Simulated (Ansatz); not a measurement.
Crystal: CrCuO2.

```
Cu Cr O
1.0
     1.48670    0.85835    5.70000
    -1.48670    0.85835    5.70000
     0.00000   -1.71669    5.70000
Cu Cr O
1 1 2
Direct
  0.00000 0.00000 0.00000
  0.50000 0.50000 0.50000
  0.89208 0.89208 0.89208
  0.10792 0.10792 0.10792
```

Base run:

| Quantity | Value |
| --- | --- |
| Program | Ansatz 0.2.0 |
| Functional | PBEsol |
| Potentials or basis | all-electron LAPW, scalar-relativistic |
| Cutoff | 457 eV (chosen from the basis error) |
| Basis error allowed | 0.002 eV/atom |
| k mesh | 10 × 10 × 10 |
| Occupations | fermi-dirac, width 0.05 eV |
| Spin | collinear spin, ferromagnetic start |
| Starting moments | [0.6, 3.0, 0.0, 0.0] μB |

Its results: band gap on the k mesh 0.99 eV, indirect (least direct gap 1.13 eV); pressure -3.6 GPa; net moment 3.00 μB per cell; site moments Cu +0.02; Cr +2.59; O +0.00 μB; largest force 0.067 eV/Å.

Question: The run is repeated on the same cell with these changes: functional from PBEsol to LDA. What comes out?

Answer: Band gap on the k mesh 0.75 eV, indirect (least direct gap 0.96 eV); pressure -10.0 GPa; net moment 3.00 μB per cell; site moments Cu +0.02; Cr +2.57; O +0.01 μB; largest force 0.091 eV/Å.

LDA binds more tightly than PBEsol, so the same cell stands under less pressure.

Caveats: only a ferromagnetic start was run, and an antiferromagnetic order may lie lower in energy.
